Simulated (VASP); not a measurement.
# ZrB2 (P6/mmm) in VASP: notebook, part 2 of 2

VASP 6.6.1. The steps go on from the part before.

### Step 4. Single point, LDA

The input, INCAR:

```
SYSTEM = ZrB2
PREC     = Accurate       ! precision mode
ENCUT    = 520            ! plane-wave cutoff, eV
EDIFF    = 1E-6           ! SCF threshold, eV
ISMEAR   = 0              ! smearing method
SIGMA    = 0.1            ! smearing width, eV
LREAL    = .False.        ! projectors in reciprocal space
LASPH    = .True.         ! aspherical terms in the spheres
NELM     = 80             ! most SCF steps
ALGO     = Normal         ! electronic algorithm
ISIF     = 2              ! what is computed and relaxed
LWAVE    = .False.        ! write WAVECAR
LCHARG   = .False.        ! write CHGCAR
GGA      = CA             ! functional
NBANDS   = 16             ! bands
```

The input, KPOINTS:

```
Automatic mesh
0
Gamma
  9 9 6
  0 0 0
```

The input, POSCAR:

```
ZrB2
1.0
    3.1355512539      0.0000000000      0.0000000000
   -1.5677756269      2.7154670407      0.0000000000
    0.0000000000      0.0000000000      3.4858913811
Zr B
1 2
Direct
    0.0000000000      0.0000000000      0.0000000000
    0.3333333333      0.6666666667      0.5000000000
    0.6666666667      0.3333333333      0.5000000000
```

Run with:

```bash
$ cat potpaw_LDA.64/Zr_sv/POTCAR potpaw_LDA.64/B/POTCAR > POTCAR
$ mpirun -np 1 vasp_std > vasp.out
```

Wall time 28 s (1 thread of AMD EPYC 7R13 (Zen 3), shared host); peak memory 0.11 GiB.

The run converged. Its results:

| Item | Value |
| --- | --- |
| Free energy | -27.4742 eV |
| Pressure | 0.3 GPa |
| Band gap on the k mesh | none (metal or under the smearing width) |

Stress tensor (GPa, compression positive):
```
0.25 0.00 0.00
0.00 0.25 0.00
0.00 0.00 0.43
```

Levels at points of the mesh, in eV from the Fermi level:
| k point | band 6 | band 7 | band 8 | band 9 | band 10 | band 11 | band 12 | band 13 |
| --- | --- | --- | --- | --- | --- | --- | --- | --- |
| (0.00, 0.00, 0.00) | -2.73 | -2.73 | -2.68 | -2.27 | 3.52 | 3.52 | 4.33 | 4.33 |
| (0.00, 0.00, 0.50) | -7.02 | -1.00 | -1.00 | 0.29 | 0.29 | 0.77 | 0.77 | 1.90 |

### Step 5. Relaxation of cell and atoms, LDA

This run uses another cell than the first one, of 10.25 Å³/atom, 1.036 times its volume.

The input, INCAR:

```
PREC = Accurate
ENCUT = 600
EDIFF = 1E-7
ISMEAR = 0
SIGMA = 0.1
LREAL = F
LASPH = T
NELM = 100
ALGO = Fast
ISIF = 3
LWAVE = F
LCHARG = F
IBRION = 2
NSW = 100
EDIFFG = -0.05
```

The input, KPOINTS:

```
regular mesh
0
Gamma
  9 9 6
```

The input, POSCAR:

```
ZrB2
1.0
    3.1700000000      0.0000000000      0.0000000000
   -1.5850000000      2.7453005300      0.0000000000
    0.0000000000      0.0000000000      3.5330000000
Zr B
1 2
Direct
    0.0000000000      0.0000000000      0.0000000000
    0.3333333333      0.6666666667      0.5000000000
    0.6666666667      0.3333333333      0.5000000000
```

Potentials or basis: VASP PAW LDA potentials, release 64 (Zr_sv, B).

Run with:

```bash
$ cat potpaw_LDA.64/Zr_sv/POTCAR potpaw_LDA.64/B/POTCAR > POTCAR
$ mpirun -np 1 vasp_std > vasp.out
```

OUTCAR:

```text
PREC = Accurate
   ENCUT = 600
   EDIFF = 1E-7
   ISMEAR = 0
   LREAL = F
   LASPH = T
   NELM = 100
   ISIF = 3
   IBRION = 2
   NSW = 100
   EDIFFG = -0.05

 ion  position               nearest neighbor table
   1  0.000  0.000  0.000-   2 2.54   3 2.54   2 2.54   3 2.54   3 2.54   3 2.54   2 2.54   2 2.54
                             3 2.54   3 2.54   2 2.54   2 2.54
   2  0.333  0.667  0.500-   3 1.83   3 1.83   3 1.83   1 2.54   1 2.54   1 2.54   1 2.54   1 2.54
                             1 2.54
   3  0.667  0.333  0.500-   2 1.83   2 1.83   2 1.83   1 2.54   1 2.54   1 2.54   1 2.54   1 2.54
                             1 2.54

  LATTYP: Found a hexagonal cell.
 ALAT       =     3.1700000000
 C/A-ratio  =     1.1145110410

  Lattice vectors:

 A1 = (   3.1700000000,   0.0000000000,   0.0000000000)
 A2 = (  -1.5850000000,   2.7453005300,   0.0000000000)
 A3 = (   0.0000000000,   0.0000000000,   3.5330000000)

Analysis of symmetry for initial positions (statically):
=====================================================================
 Subroutine PRICEL returns:
 Original cell was already a primitive cell.

 Routine SETGRP: Setting up the symmetry group for a
 hexagonal supercell.

 Subroutine GETGRP returns: Found 24 space group operations
 (whereof 24 operations were pure point group operations)
 out of a pool of 24 trial point group operations.

The static configuration has the point symmetry D_6h.

Analysis of symmetry for dynamics (positions and initial velocities):
[... 243 lines left out ...]
  ext. energy  EPLUGINS =         0.00000000
  ---------------------------------------------------
  free energy    TOTEN  =       -27.47618167 eV

  energy without entropy =      -27.47402361  energy(sigma->0) =      -27.47510264

 E-fermi :  10.8587     XC(G=0): -12.7431

 val. band max:       10.7897381321   @ k =   0.1111   0.0000   0.3333
 cond. band min:      10.9663313979   @ k =   0.3333   0.2222   0.0000
 fundamental gap:      0.1765932657
 Fermi energy:        10.8586864719

 k-point     1 :       0.0000    0.0000    0.0000
  band No.  band energies     occupation
      1     -37.3937      2.00000
      2     -15.7605      2.00000
      3     -15.1384      2.00000
      4     -15.1384      2.00000
      5      -1.8735      2.00000
      6       8.1494      2.00000
      7       8.1494      2.00000
      8       8.1741      2.00000
      9       8.5650      2.00000
     10      15.1530      0.00000
     11      16.0714      0.00000
     12      16.1244      0.00000
     13      16.1281      0.00000
[... 354 lines left out ...]
  band No.  band energies     occupation
      1     -37.2332      2.00000
      2     -15.8702      2.00000
      3     -15.8702      2.00000
      4     -15.6188      2.00000
      5       2.8733      2.00000
      6       2.8733      2.00000
      7       4.2759      2.00000
      8       8.2485      2.00000
      9       8.2485      2.00000
     10      13.4108      0.00000
     11      13.4108      0.00000
     12      14.3190      0.00000
     13      19.0821      0.00000

 [... further k-points ...]

------------------------ aborting loop because EDIFF is reached ----------------------------------------

  FORCE on cell =-STRESS in cart. coord.  units (eV):
  Direction    XX          YY          ZZ          XY          YZ          ZX
  --------------------------------------------------------------------------------------
  -------------------------------------------------------------------------------------
  Total        0.0241191      0.0241191     -0.1008422      0.0000000     -0.0000000     -0.0000000
  in kB        1.2997965      1.2997965     -5.4344744      0.0000000     -0.0000000     -0.0000000
  external PRESSURE =      -0.9449604 kB  Pullay stress =       0.0000000 kB
[... 18 lines left out ...]
  FREE ENERGIE OF THE ION-ELECTRON SYSTEM (eV)
  ---------------------------------------------------
  free  energy   TOTEN  =       -27.4761816700 eV

  energy  without entropy=      -27.4740236140  energy(sigma->0) =      -27.47510264

 reached required accuracy - stopping structural energy minimisation
```

CONTCAR:

```text
ZrB2
   1.00000000000000
     3.1346608859285219    0.0000000000000000    0.0000000000000000
    -1.5673304429642609    2.7146959594667526    0.0000000000000000
     0.0000000000000000    0.0000000000000000    3.4936850706427238
  Zr              B
     1     2
Direct
     0.0000000000000000    0.0000000000000000    0.0000000000000000
     0.3333333332999970    0.6666666667000030    0.5000000000000000
     0.6666666667000030    0.3333333332999970    0.5000000000000000

  0.00000000E+00  0.00000000E+00  0.00000000E+00
  0.00000000E+00  0.00000000E+00  0.00000000E+00
  0.00000000E+00  0.00000000E+00  0.00000000E+00
```

Run time: 2.1 min. Hardware: 1 thread of AMD EPYC 7R13 (Zen 3), shared host; peak memory 0.13 GiB.

Results:

```
Free energy                            : -27.4762 eV
Relaxed volume                         : 9.91 Å³/atom
Relaxed cell                           : a = 3.135 Å, b = 3.135 Å, c = 3.494 Å, α = 90.00°, β = 90.00°, γ = 120.00°
Space group after relaxing (to 0.05 Å) : P6/mmm (No. 191)
Energy gained by relaxing              : 9.1 meV/atom
Ionic steps                            : 3
Pressure after relaxing                : -0.1 GPa
Band gap on the k mesh                 : none (metal or under the smearing width)
```

Stress tensor (GPa, compression positive):
```
 0.13  0.00  0.00
 0.00  0.13  0.00
 0.00  0.00 -0.54
```

Step by step:
```csv
step,energy change (eV),largest force (eV/Å),pressure (GPa),volume (Å³)
1,0.0000,0.0000,-8.30,30.75
2,0.0207,0.0000,12.49,28.44
3,-0.0274,0.0000,-0.09,29.73
```

Final structure:
```cif
data_structure
_symmetry_space_group_name_H-M 'P 1'
_symmetry_Int_Tables_number 1
_cell_length_a 3.1347
_cell_length_b 3.1347
_cell_length_c 3.4937
_cell_angle_alpha 90.000
_cell_angle_beta 90.000
_cell_angle_gamma 120.000
_cell_volume 29.73
loop_
_atom_site_label
_atom_site_type_symbol
_atom_site_fract_x
_atom_site_fract_y
_atom_site_fract_z
_atom_site_occupancy
Zr1 Zr 0.00000 0.00000 0.00000 1
B1 B 0.33333 0.66667 0.50000 1
B2 B 0.66667 0.33333 0.50000 1
```

Levels at points of the mesh, in eV from the Fermi level:
```tsv
k point	band 7	band 8	band 9	band 10	band 11	band 12
(0.00, 0.00, 0.50)	-0.99	-0.99	0.31	0.31	0.77	0.77
```

Caveat: the relaxation stopped at a loose force limit of 0.05 eV/Å, so its end isn't a converged minimum. Zero-point motion and thermal expansion aren't in these numbers.

### Step 6. Overview

| task | cell | k mesh | cutoff (eV) | smearing | gap on the mesh (eV) | pressure (GPa) | relaxed volume (Å³/atom) |
| --- | --- | --- | --- | --- | --- | --- | --- |
| single point | cell and atoms relaxed tightly for response | 15 × 15 × 12 | 520 | fermi-dirac 0.15 eV | none | 0.5 | - |
| relaxation of cell and atoms | relaxed from: cell and atoms relaxed tightly for response | 15 × 15 × 12 | 600 | fermi-dirac 0.15 eV | none | 0.0 | 9.91 |
| single point | P6/mmm, 9.89 Å³/atom | 9 × 9 × 6 | 520 | gaussian 0.1 eV | none | 0.3 | - |
| relaxation of cell and atoms | relaxed | 9 × 9 × 6 | 600 | gaussian 0.1 eV | none | -0.1 | 9.91 |

Alike in all rows: level LDA; potentials or basis VASP PAW LDA potentials, release 64 (Zr_sv, B); no spin polarisation.

Caveats: the relaxation stopped at a loose force limit of 0.05 eV/Å, so its end isn't a converged minimum (some runs).

Total energies depend on the potentials used, so only differences within one code and one set of settings carry meaning.
